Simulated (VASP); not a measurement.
Set up this calculation in VASP 6.6.1, as the native input.

```
Task                   : single point
Functional             : PBEsol
Potentials or basis    : VASP PAW PBE potentials, release 64 (Cl)
Cutoff                 : 520 eV
k mesh                 : 14 × 14 × 20
Occupations            : gaussian, width 0.1 eV
Spin                   : no spin polarisation
Dipole correction      : no
Further INCAR settings : ALGO = Fast; EDIFF = 1e-06; NBANDS = 10
```

The structure of Cl lies in POSCAR:

```
Cl
1.0
    2.2073172591     -3.2232388053      0.0000000000
    2.2073172591      3.2232388053      0.0000000000
   -1.4094942873      0.0000000000      2.0705755099
Cl
1
Direct
    0.5000000000      0.5000000000      0.5000000000
```

The cell isn't the ideal one: I replaced by Cl, lengths x 0.840, strained and moved within the space group.

These files were run (other wordings do the same):

INCAR

```
SYSTEM = Cl
ALGO = Fast
EDIFF = 1E-6
ENCUT = 520
GGA = PS
ISIF = 2
ISMEAR = 0
LASPH = .TRUE.
LCHARG = .TRUE.
LELF = .TRUE.
LREAL = .FALSE.
LVHAR = .TRUE.
LWAVE = .FALSE.
NBANDS = 10
NELM = 100
PREC = Accurate
SIGMA = 0.1
```

KPOINTS

```
k-points
0
G
  14 14 20
  0 0 0
```

Potentials or basis: VASP PAW PBE potentials, release 64 (Cl).

The run is started by

```bash
$ cat potpaw_PBE.64/Cl/POTCAR > POTCAR
$ mpirun -np 1 vasp_std > vasp.out
```

It gave:

```yaml
Pressure: -5.4 GPa
Band_gap_on_the_k_mesh: none (metal or under the smearing width)
```

Caveat: the PAW data sets were made with another functional, which shifts forces and pressure a little; an odd number of electrons without spin polarisation forces a metal; a magnetic or distorted state may lie lower.

Run time: 4.8 min on 1 thread of AMD EPYC 7R13 Processor (Zen 3), with other jobs on the host, peak memory 0.31 GiB.
